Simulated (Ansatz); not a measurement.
Method: Ansatz 0.2.0, DFT PBE, scalar-relativistic, plane waves, PAW. All cells share a 420 eV cutoff and Γ-centred k meshes spaced at most about 0.3 Å⁻¹ (2π included). No spin polarisation.

These are static total energies at zero pressure.

Compare these two cells of Al₂Ga₃N₅, each relaxed at this level.

A.

Space group R-3m:H (No. 166). a = 2.962 Å, b = 2.962 Å, c = 36.336 Å, α = 90.00°, β = 90.00°, γ = 120.00°
```
atom  site  symmetry       x       y       z
  Al    6c        3m  0.0000  0.0000  0.6989
  Ga    6c        3m  0.3333  0.6667  0.7651
  Ga    3b       -3m  0.6667  0.3333  0.8333
   N    6c        3m  0.6667  0.3333  0.7304
   N    3a       -3m  0.0000  0.0000  0.0000
   N    6c        3m  0.3333  0.6667  0.8675
```

B.

Space group R-3m:H (No. 166). a = 2.963 Å, b = 2.963 Å, c = 36.317 Å, α = 90.00°, β = 90.00°, γ = 120.00°
```csv
atom,site,symmetry,x,y,z
Al,6c,3m,0.3333,0.6667,0.0663
Ga,3a,-3m,0.0000,0.0000,0.0000
Ga,6c,3m,0.6667,0.3333,0.1325
N,6c,3m,0.0000,0.0000,0.2987
N,6c,3m,0.0000,0.0000,0.0979
N,3b,-3m,0.3333,0.6667,0.1667
```

Question: Which placement of the atoms is lower in energy, and by how much?

Answer: A is lower, by 3 meV/atom. The two share one framework of sites and differ in which element sits where. A has Al and Ga ordered on rock salt sites, space group R-3m (No. 166), 9.2 Å³/atom and a gap of 1.43 eV on its mesh; B has Al and Ga ordered on rock salt sites, space group R-3m (No. 166), 9.2 Å³/atom and a gap of 1.70 eV. Counting N atoms around Al and Ga (those within 1.25 times the shortest such distance or 1.15 times the sum of covalent radii, 1.27 where that leaves under three), A and B both have Al 6, Ga 6. Both come from invented guesses. Shaken at random and relaxed again, A came back.

Kohn–Sham gaps at this level usually fall short of measured ones.
